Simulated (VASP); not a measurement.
# TiO2 (Rutile) (P4_2/mnm) in VASP: further runs, part 2 of 3

VASP 6.6.1. Earlier steps stand in the parts before.

### Step 3. Phonons, LDA

This run uses another cell than the first one, of 10.09 Å³/atom, 0.976 times its volume.

POSCAR reads:

```
TiO2
1.0
    4.5522735274      0.0000000000      0.0000000000
   -0.0000000000      4.5522735274      0.0000000000
    0.0000000000      0.0000000000      2.9219799031
  Ti              O
     2     4
Direct
     0.0000000000000000    0.0000000000000000    0.0000000000000000
     0.5000000000000000    0.5000000000000000    0.5000000000000000
     0.3038278218075555    0.3038278218075555    0.0000000000000000
     0.1961721781924444    0.8038278218075556    0.5000000000000000
     0.6961721781924444    0.6961721781924444    0.0000000000000000
     0.8038278218075556    0.1961721781924444    0.5000000000000000
```

INCAR.step1 reads:

```
SYSTEM = TiO2
ALGO = Normal
EDIFF = 1E-8
EDIFFG = -0.002
ENCUT = 600
IBRION = 2
ISIF = 3
ISMEAR = 0
KPAR = 2
LASPH = .TRUE.
LCHARG = .FALSE.
LREAL = .FALSE.
LWAVE = .FALSE.
NELM = 80
NSW = 40
PREC = Accurate
SIGMA = 0.03
```

INCAR.step2 reads:

```
SYSTEM = TiO2
ALGO = Normal
EDIFF = 1E-8
ENCUT = 600
IBRION = 6
ISIF = 2
ISMEAR = 0
KPAR = 2
LASPH = .TRUE.
LCHARG = .FALSE.
LREAL = .FALSE.
LWAVE = .FALSE.
NELM = 80
NFREE = 2
NSW = 1
POTIM = 0.015
PREC = Accurate
SIGMA = 0.03
```

KPOINTS reads:

```
k-points
0
G
  6 6 10
  0 0 0
```

Potentials or basis: VASP PAW LDA potentials, release 64 (Ti_sv, O).

Launch:

```
cat potpaw_LDA.64/Ti_sv/POTCAR potpaw_LDA.64/O/POTCAR > POTCAR
cp INCAR.step1 INCAR
mpirun -np 2 vasp_std > vasp.out
cp CONTCAR POSCAR
cp INCAR.step2 INCAR
mpirun -np 2 vasp_std > vasp.out
```

OUTCAR:

```text
SYSTEM = TiO2
   EDIFF = 1E-8
   ENCUT = 600
   IBRION = 6
   ISIF = 2
   ISMEAR = 0
   LASPH = .TRUE.
   LREAL = .FALSE.
   NELM = 80
   NFREE = 2
   NSW = 1
   POTIM = 0.015
   PREC = Accurate

 ion  position               nearest neighbor table
   1  0.000  0.000  0.000-   4 1.93   6 1.93   4 1.93   6 1.93   5 1.96   3 1.96
   2  0.500  0.500  0.500-   3 1.93   5 1.93   3 1.93   5 1.93   4 1.96   6 1.96
   3  0.304  0.304  0.000-   2 1.93   2 1.93   1 1.96
   4  0.196  0.804  0.500-   1 1.93   1 1.93   2 1.96
   5  0.696  0.696  0.000-   2 1.93   2 1.93   1 1.96
   6  0.804  0.196  0.500-   1 1.93   1 1.93   2 1.96

  LATTYP: Found a simple tetragonal cell.
 ALAT       =     4.5523633735
 C/A-ratio  =     0.6418254827

  Lattice vectors:

 A1 = (   4.5523633735,   0.0000000000,   0.0000000000)
 A2 = (   0.0000000000,   4.5523633735,   0.0000000000)
 A3 = (   0.0000000000,   0.0000000000,   2.9218228195)

Analysis of symmetry for initial positions (statically):
=====================================================================
 Subroutine PRICEL returns:
 Original cell was already a primitive cell.

 Routine SETGRP: Setting up the symmetry group for a
 simple tetragonal supercell.

 Subroutine GETGRP returns: Found 16 space group operations
 (whereof  8 operations were pure point group operations)
 out of a pool of 16 trial point group operations.

The static configuration has the point symmetry D_2h.
 The point group associated with its full space group is D_4h.

Analysis of symmetry for dynamics (positions and initial velocities):
=====================================================================
[... 501 lines left out ...]

 val. band max:        4.8849988458   @ k =   0.0000   0.0000   0.0000
 cond. band min:       6.7016189266   @ k =   0.0000   0.0000   0.0000
 fundamental gap:      1.8166200808
 Fermi energy:         5.0937118116

 k-point     1 :       0.0000    0.0000    0.0000
  band No.  band energies     occupation
      1     -51.2099      2.00000
      2     -51.1881      2.00000
      3     -27.9524      2.00000
      4     -27.9524      2.00000
      5     -27.7595      2.00000
      6     -27.7592      2.00000
[... 733 lines left out ...]
     27       8.0633      0.00000
     28       8.0687      0.00000

 [... further k-points ...]
[... 5 lines left out ...]
  --------------------------------------------------------------------------------------
  -------------------------------------------------------------------------------------
  Total        0.0086388      0.0086388      0.0087529      0.0024487     -0.0929669     -0.0929670
  in kB        0.2285803      0.2285803      0.2315991      0.0647926     -2.4598649     -2.4598661
  external PRESSURE =       0.2295865 kB  Pullay stress =       0.0000000 kB
[... 21 lines left out ...]
  FREE ENERGIE OF THE ION-ELECTRON SYSTEM (eV)
  ---------------------------------------------------
  free  energy   TOTEN  =       -58.7873929739 eV

  energy  without entropy=      -58.7873929739  energy(sigma->0) =      -58.78739297

 INTERNAL STRAIN TENSORS FROM DISPLACED ATOMS
 ============================================

 INTERNAL STRAIN TENSOR FOR ION    1 for displacements in x,y,z  (eV/Angst):
          X           Y           Z          XY          YZ          ZX
  --------------------------------------------------------------------------------
  x     0.00000     0.00000     0.00000     0.00000     0.00000     0.00000
  y     0.00000     0.00000     0.00000     0.00000     0.00000     0.00000
  z     0.00000     0.00000     0.00000     0.00000     0.00000     0.00000

 INTERNAL STRAIN TENSOR FOR ION    6 for displacements in x,y,z  (eV/Angst):
          X           Y           Z          XY          YZ          ZX
  --------------------------------------------------------------------------------
  x     4.13757     1.61957     4.69611     1.74257     0.00000     0.00000
  y    -1.61957    -4.13757    -4.69611    -1.74257     0.00000     0.00000
  z     0.00000     0.00000     0.00000     0.00000    -6.19831     6.19832

 Eigenvectors and eigenvalues of the dynamical matrix
 ----------------------------------------------------

   1 f  =   24.511965 THz   154.013219 2PiTHz  817.631144 cm-1   101.373296 meV
             X         Y         Z           dx          dy          dz
      0.000000  0.000000  0.000000     0.000000   -0.000000    0.000000
      2.276182  2.276182  1.460911    -0.000000    0.000000   -0.000000
      1.383232  1.383232  0.000000     0.353553    0.353553    0.000000
      0.892950  3.659414  1.460911     0.353553   -0.353553   -0.000000
      3.169131  3.169131  0.000000    -0.353553   -0.353553    0.000000
      3.659414  0.892950  1.460911    -0.353553    0.353553   -0.000000
[... 145 lines left out ...]
  18 f/i=    0.018137 THz     0.113958 2PiTHz    0.604984 cm-1     0.075008 meV
             X         Y         Z           dx          dy          dz
      0.000000  0.000000  0.000000    -0.000000    0.000000   -0.545617
      2.276182  2.276182  1.460911    -0.000000    0.000000   -0.545617
      1.383232  1.383232  0.000000    -0.000000    0.000000   -0.318043
      0.892950  3.659414  1.460911    -0.000000    0.000000   -0.318043
      3.169131  3.169131  0.000000    -0.000000    0.000000   -0.318043
      3.659414  0.892950  1.460911    -0.000000    0.000000   -0.318043

 ELASTIC MODULI CONTR FROM IONIC RELAXATION (kBar)
 Direction    XX          YY          ZZ          XY          YZ          ZX
 --------------------------------------------------------------------------------
 XX        -388.5926    229.7224   -129.5906     -0.0000     -0.0000      0.0000
 YY         229.7224   -388.5926   -129.5906      0.0000     -0.0000     -0.0000
 ZZ        -129.5906   -129.5906   -211.4143     -0.0000     -0.0000      0.0000
 XY          -0.0000      0.0000     -0.0000    -16.3410      0.0000      0.0000
 YZ          -0.0000     -0.0000     -0.0000      0.0000   -320.1917     -0.0000
 ZX           0.0000     -0.0000      0.0000      0.0000     -0.0000   -320.1921
 --------------------------------------------------------------------------------
```

OUTCAR.step1:

```text
SYSTEM = TiO2
   EDIFF = 1E-8
   EDIFFG = -0.002
   ENCUT = 600
   IBRION = 2
   ISIF = 3
   ISMEAR = 0
   LASPH = .TRUE.
[... 1038 lines left out ...]
      3.16913      3.16913      2.92182         0.000275      0.000275      0.000000
      3.65941      0.89295      1.46091        -0.000275      0.000275      0.000000
 -----------------------------------------------------------------------------------
    total drift:                                0.000000      0.000000      0.000000

  FREE ENERGIE OF THE ION-ELECTRON SYSTEM (eV)
  ---------------------------------------------------
  free  energy   TOTEN  =       -58.7883863183 eV

  energy  without entropy=      -58.7883863183  energy(sigma->0) =      -58.78838632

 reached required accuracy - stopping structural energy minimisation
```

OSZICAR.step1:

```text
N       E                     dE             d eps       ncg     rms          rms(c)
DAV:   1     0.705724694471E+03    0.70572E+03   -0.27312E+04  3360   0.223E+03
DAV:   2     0.543701976465E+02   -0.65135E+03   -0.63123E+03  3444   0.617E+02
DAV:   3    -0.697917873875E+02   -0.12416E+03   -0.12085E+03  5416   0.223E+02
[... 17 lines left out ...]
DAV:   1    -0.587883870889E+02   -0.16236E-05   -0.53954E-04  3576   0.176E-01    0.919E-03
DAV:   2    -0.587883869811E+02    0.10781E-06   -0.13532E-05  3964   0.312E-02    0.598E-03
DAV:   3    -0.587883863494E+02    0.63172E-06   -0.12640E-06  4124   0.113E-02    0.170E-03
DAV:   4    -0.587883863213E+02    0.28066E-07   -0.41689E-07  4336   0.525E-03    0.543E-04
DAV:   5    -0.587883863183E+02    0.29622E-08   -0.39662E-08  3260   0.172E-03
   2 F= -.58788386E+02 E0= -.58788386E+02  d E =-.852632E-06
```

Wall time 6.2 min (2 MPI ranks of AMD EPYC 9R45 (Zen 5), shared host); peak memory 0.4 GiB.

What came out:

```yaml
Highest_phonon_frequency_at_Γ_LO-TO_splitting_left_out: 818 cm⁻¹
```

Phonon frequencies in cm⁻¹ (negative: imaginary):
| q point | frequencies |
| --- | --- |
| (0.000, 0.000, 0.000) | -1 0 0 108 136 148 149 149 384 384 395 418 465 465 489 489 613 818 |

### Step 4. Dielectric tensor, LDA

This run uses another cell than the first one, of 10.09 Å³/atom, 0.976 times its volume.

INCAR reads:

```
SYSTEM = TiO2
ALGO = Normal
EDIFF = 1E-8
ENCUT = 600
ISIF = 2
ISMEAR = 0
KPAR = 2
LASPH = .TRUE.
LCHARG = .FALSE.
LEPSILON = .TRUE.
LREAL = .FALSE.
LWAVE = .FALSE.
NELM = 80
PREC = Accurate
SIGMA = 0.03
```

KPOINTS reads:

```
k-points
0
Monkhorst
  8 8 12
  0 0 0
```

POSCAR reads:

```
TiO2                                    
1.0
    4.5523633735      0.0000000000      0.0000000000
    0.0000000000      4.5523633735      0.0000000000
    0.0000000000      0.0000000000      2.9218228195
  Ti              O             
     2     4
Direct
     0.0000000000000000    0.0000000000000000    1.0000000000000000
     0.5000000000000000    0.5000000000000000    0.5000000000000000
     0.3038492293139108    0.3038492293139108    0.0000000000000000
     0.1961507706860892    0.8038492293139108    0.5000000000000000
     0.6961507706860892    0.6961507706860892    1.0000000000000000
     0.8038492293139108    0.1961507706860892    0.5000000000000000
```

Potentials or basis: VASP PAW LDA potentials, release 64 (Ti_sv, O).

Launch:

```
cat potpaw_LDA.64/Ti_sv/POTCAR potpaw_LDA.64/O/POTCAR > POTCAR
mpirun -np 2 vasp_std > vasp.out
```

OUTCAR:

```text
SYSTEM = TiO2
   EDIFF = 1E-8
   ENCUT = 600
   ISIF = 2
   ISMEAR = 0
   LASPH = .TRUE.
   LEPSILON = .TRUE.
   LREAL = .FALSE.
   NELM = 80
   PREC = Accurate

 ion  position               nearest neighbor table
   1  0.000  0.000  0.000-   4 1.93   6 1.93   4 1.93   6 1.93   5 1.96   3 1.96
   2  0.500  0.500  0.500-   3 1.93   5 1.93   3 1.93   5 1.93   4 1.96   6 1.96
   3  0.304  0.304  0.000-   2 1.93   2 1.93   1 1.96
   4  0.196  0.804  0.500-   1 1.93   1 1.93   2 1.96
   5  0.696  0.696  0.000-   2 1.93   2 1.93   1 1.96
   6  0.804  0.196  0.500-   1 1.93   1 1.93   2 1.96

  LATTYP: Found a simple tetragonal cell.
 ALAT       =     4.5523633735
 C/A-ratio  =     0.6418254827

  Lattice vectors:

 A1 = (   4.5523633735,   0.0000000000,   0.0000000000)
 A2 = (   0.0000000000,   4.5523633735,   0.0000000000)
 A3 = (   0.0000000000,   0.0000000000,   2.9218228195)

Analysis of symmetry for initial positions (statically):
[... 1019 lines left out ...]
  x     0.00000     0.00000     0.00000     0.00000     0.00000     0.00000
  y     0.00000     0.00000     0.00000     0.00000     0.00000     0.00000
  z     0.00000     0.00000     0.00000     0.00000     0.00000     0.00000

 PIEZOELECTRIC TENSOR (including local field effects)  for field in x, y, z        (C/m^2)
          XX          YY          ZZ          XY          YZ          ZX
  --------------------------------------------------------------------------------
  x     0.00000     0.00000     0.00000     0.00000     0.00000     0.00000
  y     0.00000     0.00000     0.00000     0.00000     0.00000     0.00000
  z     0.00000     0.00000     0.00000     0.00000     0.00000     0.00000

 BORN EFFECTIVE CHARGES (including local field effects) (in |e|, cummulative output)
 ---------------------------------------------------------------------------------
 ion    1
    1     6.34228     1.01380     0.00000
    2     1.01380     6.34228     0.00000
    3     0.00000     0.00000     7.66041
 ion    2
    1     6.34228    -1.01380     0.00000
    2    -1.01380     6.34228     0.00000
    3     0.00000     0.00000     7.66041
 ion    3
    1    -3.17114    -1.80656     0.00000
    2    -1.80656    -3.17114     0.00000
    3     0.00000     0.00000    -3.83021
 ion    4
    1    -3.17114     1.80656     0.00000
    2     1.80656    -3.17114     0.00000
    3     0.00000     0.00000    -3.83021
 ion    5
    1    -3.17114    -1.80656     0.00000
    2    -1.80656    -3.17114     0.00000
    3     0.00000     0.00000    -3.83021
 ion    6
    1    -3.17114     1.80656     0.00000
    2     1.80656    -3.17114     0.00000
    3     0.00000     0.00000    -3.83021
```

OSZICAR:

```text
N       E                     dE             d eps       ncg     rms          rms(c)
DAV:   1     0.708219212230E+03    0.70822E+03   -0.27454E+04  3360   0.224E+03
DAV:   2     0.531670213783E+02   -0.65505E+03   -0.63517E+03  3548   0.618E+02
DAV:   3    -0.696323827269E+02   -0.12280E+03   -0.11909E+03  5300   0.224E+02
DAV:   4    -0.753463628105E+02   -0.57140E+01   -0.57069E+01  4512   0.516E+01
[... 12 lines left out ...]
RMM:  23    -0.136417572579E+01   -0.28231E-08   -0.27222E-06  6457   0.208E-03    0.110E-05
RMM:  24    -0.136417574117E+01   -0.15371E-07   -0.71525E-06  6467   0.208E-03    0.144E-05
RMM:  25    -0.136417573502E+01    0.61453E-08   -0.21257E-06  6438   0.208E-03    0.103E-05
RMM:  26    -0.136417573191E+01    0.31064E-08   -0.76943E-06  6394   0.208E-03    0.137E-05
RMM:  27    -0.136417573713E+01   -0.52182E-08   -0.40382E-06  6355   0.208E-03    0.967E-06
```

stdout:

```text
POSCAR found type information on POSCAR TiO
 POSCAR found :  2 types and       6 ions
 scaLAPACK will be used
 LDA part: xc-table for (Slater(with rela. corr.)+CA(PZ))
 , standard interpolation
 POSCAR, INCAR and KPOINTS ok, starting setup
 FFT: planning ... GRIDC
 FFT: planning ... GRID_SOFT
 FFT: planning ... GRID
 WAVECAR not read
 entering main loop
 Linear response reoptimize wavefunctions to high precision
 Linear response G [H, r] |phi>, progress :
  Direction:   1
 Linear response G [H, r] |phi>, progress :
  Direction:   2
 Linear response G [H, r] |phi>, progress :
  Direction:   3
 Linear response to external field (no local field effect), progress :
  Direction:   1
 dielectric tensor                  component  1 :     8.133    -0.573    -1.523
 Linear response to external field (no local field effect), progress :
  Direction:   2
 dielectric tensor                  component  2 :    -0.573     7.519    -0.322
 Linear response to external field (no local field effect), progress :
  Direction:   3
 dielectric tensor                  component  3 :    -1.523    -0.322     9.129
 Linear response to external field, progress :
  Direction:   1
 dielectric tensor                  component  1 :     7.548    -0.298    -0.832
 Linear response to external field, progress :
  Direction:   2
 dielectric tensor                  component  2 :    -0.301     7.548    -0.934
 Linear response to external field, progress :
  Direction:   3
 dielectric tensor                  component  3 :    -1.511    -0.318     8.911
 Born effective charges drift removed
```

Run time: 12 min. Hardware: 2 MPI ranks of AMD EPYC 9R45 (Zen 5), shared host; peak memory 0.52 GiB.

What came out:

| Quantity | Value |
| --- | --- |
| Electronic dielectric tensor (diagonal) | 7.55, 7.55, 8.91 |
| Born charges (mean of the diagonal) | Ti +6.78; O -3.39 e |

Levels at points of the mesh, in eV from the valence-band top:
```csv
k point,band 22,band 23,band 24,band 25,band 26,band 27
"(0.06, 0.06, 0.04)",-0.62,-0.53,0.00,1.94,2.23,2.47
```

Electronic dielectric tensor:
```
7.55 0.00 0.00
0.00 7.55 0.00
0.00 0.00 8.91
```

Born effective charge tensors (e):
atom 1, Ti
```
6.34 1.01 0.00
1.01 6.34 0.00
0.00 0.00 7.66
```
atom 2, Ti
```
 6.34 -1.01  0.00
-1.01  6.34  0.00
 0.00  0.00  7.66
```
atom 3, O
```
-3.17 -1.81  0.00
-1.81 -3.17  0.00
 0.00  0.00 -3.83
```
atom 4, O
```
-3.17  1.81  0.00
 1.81 -3.17  0.00
 0.00  0.00 -3.83
```
atom 5, O
```
-3.17 -1.81  0.00
-1.81 -3.17  0.00
 0.00  0.00 -3.83
```
atom 6, O
```
-3.17  1.81  0.00
 1.81 -3.17  0.00
 0.00  0.00 -3.83
```

[end of part 2 of 3]
